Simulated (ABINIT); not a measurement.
Crystal: HfO2.

```xyz
12
Lattice="5.5564 0.0000 0.0000 0.0000 3.3336 0.0000 0.0000 0.0000 6.5050" Properties=species:S:1:pos:R:3 pbc="T T T"
Hf    4.1600    2.5002    3.9542
Hf    1.3964    0.8334    2.5508
Hf    1.3818    2.5002    5.8033
Hf    4.1746    0.8334    0.7017
O     3.5533    0.8334    2.7542
O     2.0031    2.5002    3.7508
O     0.7751    0.8334    0.4983
O     4.7813    2.5002    6.0067
O     2.8937    0.8334    5.4736
O     2.6627    2.5002    1.0313
O     0.1155    0.8334    4.2838
O     5.4409    2.5002    2.2212
```

Measurements of this composition are mostly on another form, of space group No. 14.

```yaml
Program: ABINIT 10.8.3 (patched build)
Task: relaxation of cell and atoms
Functional: LDA
Potentials_or_basis: JTH PAW LDA v2.0
Cutoff: 626 eV
k_mesh: 3 × 5 × 2
Occupations: fermi-dirac, width 0.05 eV
Spin: no spin polarisation
```

At the start: pressure -16.3 GPa; volume 10.04 Å³/atom.

Question: How do energy, volume and symmetry change on relaxing?

Answer: Over 14 steps the energy falls by 33.1 meV/atom and the volume is 9.41 Å³/atom (-6.3 %); space group Pnma (No. 62, to 0.05 Å).

Step by step:
```tsv
step	energy change (eV)	largest force (eV/Å)	pressure (GPa)	volume (Å³)
1	0.0000	0.1883	-16.30	120.49
2	-0.3568	0.2298	-2.44	114.58
3	-0.3679	0.2508	0.14	113.58
4	-0.3726	0.2152	0.57	113.34
5	-0.3840	0.1586	0.85	112.94
6	-0.3871	0.1721	0.39	113.00
7	-0.3909	0.1445	-0.30	113.12
8	-0.3938	0.0896	-0.57	113.14
9	-0.3958	0.0518	-0.41	113.05
10	-0.3964	0.0379	-0.11	112.96
11	-0.3967	0.0365	0.06	112.91
12	-0.3968	0.0262	0.13	112.89
13	-0.3970	0.0144	0.09	112.90
14	-0.3970	0.0083	0.02	112.92
```

Final structure:
```
Hf O
1.0
     5.46605    0.00000    0.00000
     0.00000    3.24282    0.00000
     0.00000    0.00000    6.37041
Hf O
4 8
Direct
  0.74541 0.75000 0.61345
  0.25459 0.25000 0.38655
  0.24541 0.75000 0.88655
  0.75459 0.25000 0.11345
  0.64080 0.25000 0.42674
  0.35920 0.75000 0.57326
  0.14080 0.25000 0.07326
  0.85920 0.75000 0.92674
  0.52498 0.25000 0.83844
  0.47502 0.75000 0.16156
  0.02498 0.25000 0.66156
  0.97502 0.75000 0.33844
```

Caveat: the k mesh is coarse (spacing up to 0.48 Å⁻¹), so the values aren't converged.
